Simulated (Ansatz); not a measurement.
Runs of Ansatz 0.2.0 on TiSi2. Symmetry: P6/mmm, No. 191, hexagonal system. The conventional cell has a = 4.375 Å, b = 4.375 Å, c = 2.561 Å, α = 90.00°, β = 90.00°, γ = 120.00°. Around Ti (site symmetry 6/mmm) lie 2 Ti at 2.56 Å and 12 Si at 2.83 Å. Si (site symmetry -6m2) has 5 Si at 2.53 to 2.56 Å and 6 Ti at 2.83 Å as nearest neighbours. The cell was built by a generator and needn't be a form met in nature.

| share of exact exchange | gap on the mesh (eV) | pressure (GPa) |
| --- | --- | --- |
| 0.3 | none | (b) |
| 0.15 | none | -1.4 |
| 0.25 | none | -2.3 |
| 0.4 | none | (a) |
| 0.1 | none | -0.9 |

Alike in all rows: task single point; level HSE06 form with a typed share of exact exchange; potentials or basis Ansatz PAW; no spin polarisation; cell as given; k mesh 4 × 4 × 5; cutoff (eV) 420; smearing fermi-dirac 0.05 eV; the mesh is coarse, so values aren't converged.

Question: Estimate the missing entries.

Answer: (a) -3.6; (b) -2.7.

Caveats: all runs use coarse meshes; the PAW data sets come from PBE, with cores solved anew for the run's functional, which leaves a small shift of forces and pressure; the thresholds are loose for stress.

A gap of «none» marks a metal or a gap under the smearing width.
